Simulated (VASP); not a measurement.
# HgSe (F-43m) in VASP: a series of runs, part 2 of 2

VASP 6.6.1.

**4. Single point, r2SCAN**

POSCAR reads:

```
HgSe
1.0
    0.0000000000      3.0913387891      3.0913387891
    3.0913387891      0.0000000000      3.0913387891
    3.0913387891      3.0913387891      0.0000000000
Hg Se
1 1
Direct
    0.0000000000      0.0000000000      0.0000000000
    0.7500000000      0.7500000000      0.7500000000
```

INCAR.step1 reads:

```
SYSTEM = HgSe
ALGO = Normal
EDIFF = 1E-4
ENCUT = 520
GGA = PE
ISMEAR = 0
LASPH = .True.
LCHARG = .False.
LREAL = .False.
LWAVE = .True.
NBANDS = 16
NELM = 100
PREC = Accurate
SIGMA = 0.1
```

INCAR.step2 reads:

```
SYSTEM = HgSe
ALGO = Normal
EDIFF = 1E-7
ENCUT = 520
ISIF = 2
ISMEAR = 0
ISTART = 1
LASPH = .True.
LCHARG = .False.
LMIXTAU = .True.
LREAL = .False.
LWAVE = .False.
METAGGA = R2SCAN
NBANDS = 16
NELM = 100
PREC = Accurate
SIGMA = 0.1
```

KPOINTS reads:

```
k-points
0
Gamma
  12 12 12
  0 0 0
```

Potentials or basis: VASP PAW PBE potentials, release 64 (Hg, Se).

Started as:

```bash
$ cat potpaw_PBE.64/Hg/POTCAR potpaw_PBE.64/Se/POTCAR > POTCAR
$ cp INCAR.step1 INCAR
$ mpirun -np 1 vasp_std > vasp.out
$ cp INCAR.step2 INCAR
$ mpirun -np 1 vasp_std > vasp.out
```

OUTCAR:

```text
SYSTEM = HgSe
   EDIFF = 1E-7
   ENCUT = 520
   ISIF = 2
   ISMEAR = 0
   ISTART = 1
   LASPH = .True.
   LREAL = .False.
   METAGGA = R2SCAN
   NELM = 100
   PREC = Accurate

 ion  position               nearest neighbor table
   1  0.000  0.000  0.000-   2 2.68   2 2.68   2 2.68   2 2.68
   2  0.750  0.750  0.750-   1 2.68   1 2.68   1 2.68   1 2.68

  LATTYP: Found a face centered cubic cell.
 ALAT       =     6.1826775782

  Lattice vectors:

 A1 = (   0.0000000000,   3.0913387891,   3.0913387891)
 A2 = (   3.0913387891,   0.0000000000,   3.0913387891)
 A3 = (   3.0913387891,   3.0913387891,   0.0000000000)

Analysis of symmetry for initial positions (statically):
=====================================================================
 Subroutine PRICEL returns:
 Original cell was already a primitive cell.

 Routine SETGRP: Setting up the symmetry group for a
 face centered cubic supercell.

 Subroutine GETGRP returns: Found 24 space group operations
 (whereof 24 operations were pure point group operations)
 out of a pool of 48 trial point group operations.

The static configuration has the point symmetry T_d .

Analysis of symmetry for dynamics (positions and initial velocities):
=====================================================================
 Subroutine PRICEL returns:
 Original cell was already a primitive cell.

 Routine SETGRP: Setting up the symmetry group for a
 face centered cubic supercell.

 Subroutine GETGRP returns: Found 24 space group operations
 (whereof 24 operations were pure point group operations)
 out of a pool of 48 trial point group operations.

The dynamic configuration has the point symmetry T_d .

 Subroutine INISYM returns: Found 24 space group operations
 (whereof 24 operations are pure point group operations),
 and found     1 'primitive' translations

----------------------------------------------------------------------------------------

[... 113 lines left out ...]
  volume/ion in A,a.u.               =      29.54       199.36
  Fermi-wavevector in a.u.,A,eV,Ry     =   1.101562  2.081651 16.509847  1.213440
  Thomas-Fermi vector in A             =   2.237991
   LORBIT       =      0    0 simple, 1 ext, 2 COOP (PROOUT), +10 PAW based schemes
   METAGGA = R2SCAN    functional components
   LHFCALC =     F    Hartree Fock is set to
   AEXX    =    0.0000 exact exchange contribution
   IVDW    =     0    specifies the selected vdW correction
   LEPSILON=     F    determine dielectric tensor
   LRPA    =     F    only Hartree local field effects (RPA)
 non-spin polarized calculation
 Gauss-broadening in eV      SIGMA  =   0.10
  energy-cutoff  :      520.00
  volume of cell :       59.08
 maximum number of plane-waves:      1639
 NGX is ok and might be reduce to    36
   NGX = 17   NGY = 17   NGZ = 17

 number of electron      18.0000001 magnetization

 Free energy of the ion-electron system (eV)
  ---------------------------------------------------
  ext. energy  EPLUGINS =         0.00000000
  ---------------------------------------------------
  free energy    TOTEN  =       -64.14986148 eV

  energy without entropy =      -64.14969894  energy(sigma->0) =      -64.14978021

 E-fermi :   1.0645     XC(G=0):  -9.4081

 val. band max:        0.9942534763   @ k =   0.0000   0.0000   0.0000
 cond. band min:       1.4675266229   @ k =   0.0833   0.0000   0.0000
 fundamental gap:      0.4732731465
 Fermi energy:         1.0645152103

 k-point     1 :       0.0000    0.0000    0.0000
  band No.  band energies     occupation
      1     -12.6070      2.00000
      2      -6.1346      2.00000
      3      -6.1346      2.00000
      4      -6.1346      2.00000
      5      -5.4262      2.00000
      6      -5.4262      2.00000
[... 433 lines left out ...]
      3      -5.9039      2.00000
      4      -5.4426      2.00000
      5      -5.3986      2.00000
      6      -5.1192      2.00000
[... 8 lines left out ...]
     15      12.5682      0.00000
     16      12.7535      0.00000

 [... further k-points ...]

------------------------ aborting loop because EDIFF is reached ----------------------------------------

  FORCE on cell =-STRESS in cart. coord.  units (eV):
  Direction    XX          YY          ZZ          XY          YZ          ZX
  --------------------------------------------------------------------------------------
  -------------------------------------------------------------------------------------
  Total        0.0830319      0.0830319      0.0830319     -0.0000000      0.0000000     -0.0000000
  in kB        2.2515717      2.2515717      2.2515717     -0.0000000      0.0000000     -0.0000000
  external PRESSURE =       2.2515717 kB  Pullay stress =       0.0000000 kB

 VOLUME and BASIS-vectors are now :
 -----------------------------------------------------------------------------
  energy-cutoff  :      520.00
  volume of cell :       59.08
      direct lattice vectors                 reciprocal lattice vectors
     0.000000000  3.091338789  3.091338789    -0.161742220  0.161742220  0.161742220
     3.091338789  0.000000000  3.091338789     0.161742220 -0.161742220  0.161742220
     3.091338789  3.091338789  0.000000000     0.161742220  0.161742220 -0.161742220

 POSITION                                       TOTAL-FORCE (eV/Angst)
 -----------------------------------------------------------------------------------
      0.00000      0.00000      0.00000         0.000000      0.000000      0.000000
      4.63701      4.63701      4.63701        -0.000000     -0.000000     -0.000000
 -----------------------------------------------------------------------------------
    total drift:                               -0.000000     -0.000000     -0.000000

  FREE ENERGIE OF THE ION-ELECTRON SYSTEM (eV)
  ---------------------------------------------------
  free  energy   TOTEN  =       -64.1498614771 eV

  energy  without entropy=      -64.1496989424  energy(sigma->0) =      -64.14978021
```

OUTCAR.step1:

```text
SYSTEM = HgSe
   EDIFF = 1E-4
   ENCUT = 520
   GGA = PE
   ISMEAR = 0
   LASPH = .True.
   LREAL = .False.
[... 678 lines left out ...]
      0.00000      0.00000      0.00000         0.000000     -0.000000     -0.000000
      4.63701      4.63701      4.63701        -0.000000      0.000000      0.000000
 -----------------------------------------------------------------------------------
    total drift:                               -0.000000     -0.000000     -0.000000

  FREE ENERGIE OF THE ION-ELECTRON SYSTEM (eV)
  ---------------------------------------------------
  free  energy   TOTEN  =        -4.0738715575 eV

  energy  without entropy=       -4.0737076897  energy(sigma->0) =       -4.07378962
```

Wall time 3.7 min (1 thread of Intel Xeon Platinum 8259CL at 2.50GHz (Skylake/Cascade Lake), shared host); peak memory 0.26 GiB.

Results:

- Free energy: -64.1499 eV
- Pressure: 0.2 GPa
- Band gap on the k mesh: none (metal or under the smearing width)

Caveat: the PAW data sets were made with another functional, which shifts forces and pressure a little. The run has no spin-orbit coupling, so splittings on Hg are missing.

**5. Single point, r2SCAN**

This run uses another cell than the first one, of 27.98 Å³/atom, 0.947 times its volume.

POSCAR reads:

```
HgSe
1.0
    0.0000000000      3.0360000000      3.0360000000
    3.0360000000      0.0000000000      3.0360000000
    3.0360000000      3.0360000000      0.0000000000
Hg Se
1 1
Direct
    0.0000000000      0.0000000000      0.0000000000
    0.7500000000      0.7500000000      0.7500000000
```

INCAR.step1 reads:

```
SYSTEM = HgSe
ALGO     = Normal         ! electronic algorithm
EDIFF    = 1E-4           ! SCF threshold, eV
ENCUT    = 520            ! plane-wave cutoff, eV
GGA      = PE             ! functional
ISMEAR   = 0              ! smearing method
LASPH    = .True.         ! aspherical terms in the spheres
LCHARG   = .False.        ! write CHGCAR
LREAL    = .False.        ! projectors in reciprocal space
LWAVE    = .True.         ! write WAVECAR
NBANDS   = 16             ! bands
NELM     = 60             ! most SCF steps
PREC     = Accurate       ! precision mode
SIGMA    = 0.1            ! smearing width, eV
```

INCAR.step2 reads:

```
SYSTEM = HgSe
ALGO     = Normal         ! electronic algorithm
EDIFF    = 1E-6           ! SCF threshold, eV
ENCUT    = 520            ! plane-wave cutoff, eV
ISIF     = 2              ! what is computed and relaxed
ISMEAR   = 0              ! smearing method
ISTART   = 1            
LASPH    = .True.         ! aspherical terms in the spheres
LCHARG   = .True.         ! write CHGCAR
LELF     = .True.         ! ELF
LMIXTAU  = .True.       
LREAL    = .False.        ! projectors in reciprocal space
LVHAR    = .True.       
LWAVE    = .False.        ! write WAVECAR
METAGGA  = R2SCAN         ! meta-GGA
NBANDS   = 16             ! bands
NELM     = 60             ! most SCF steps
PREC     = Accurate       ! precision mode
SIGMA    = 0.1            ! smearing width, eV
```

KPOINTS reads:

```
k-points
0
Gamma
  6 6 6
  0 0 0
```

Started as:

```bash
$ cat potpaw_PBE.64/Hg/POTCAR potpaw_PBE.64/Se/POTCAR > POTCAR
$ cp INCAR.step1 INCAR
$ mpirun -np 1 vasp_std > vasp.out
$ cp INCAR.step2 INCAR
$ mpirun -np 1 vasp_std > vasp.out
```

It took 33 s on 1 thread of Intel Xeon 6975P-C (Granite Rapids), shared host; peak memory 0.19 GiB.

The run converged. Its results:

```yaml
Free_energy: -64.1080 eV
Pressure: 3.4 GPa
Band_gap_on_the_k_mesh: none (metal or under the smearing width)
```

Levels at points of the mesh, in eV from the Fermi level:
```
           k point  band 5  band 6  band 7  band 8  band 9  band 10  band 11  band 12  band 13  band 14
(0.00, 0.00, 0.00)   -6.68   -6.68   -0.66   -0.03   -0.03    -0.03     5.89     5.89     5.89     8.86
(0.50, 0.00, 0.00)   -6.63   -6.34   -5.71   -1.04   -1.04     1.38     6.64     6.64     7.37     9.64
(0.50, 0.50, 0.00)   -6.57   -6.29   -5.25   -2.43   -2.43     3.00     3.25     8.92    10.49    10.49
```

Caveat: the PAW data sets were made with another functional, which shifts forces and pressure a little. Spin-orbit coupling is left out, which matters for the levels of Hg.

**6. The runs side by side**

```csv
cell,k mesh,smearing,gap on the mesh (eV),pressure (GPa)
"F-43m, 29.54 Å³/atom",14 × 14 × 14,gaussian 0.15 eV,none,0.2
"F-43m, 29.54 Å³/atom",12 × 12 × 12,gaussian 0.15 eV,none,0.2
"F-43m, 29.54 Å³/atom",12 × 12 × 12,gaussian 0.1 eV,none,0.2
"F-43m, 27.98 Å³/atom",6 × 6 × 6,gaussian 0.1 eV,none,3.4
```

Alike in all rows: task single point; level r2SCAN; potentials or basis VASP PAW PBE potentials, release 64 (Hg, Se); no spin polarisation; cutoff (eV) 520.

Every run on the cell as given and a fine mesh finds a metal.

Caveats: the PAW data sets were made with another functional, which shifts forces and pressure a little.

Absolute energies hang on the potentials; compare differences alone.
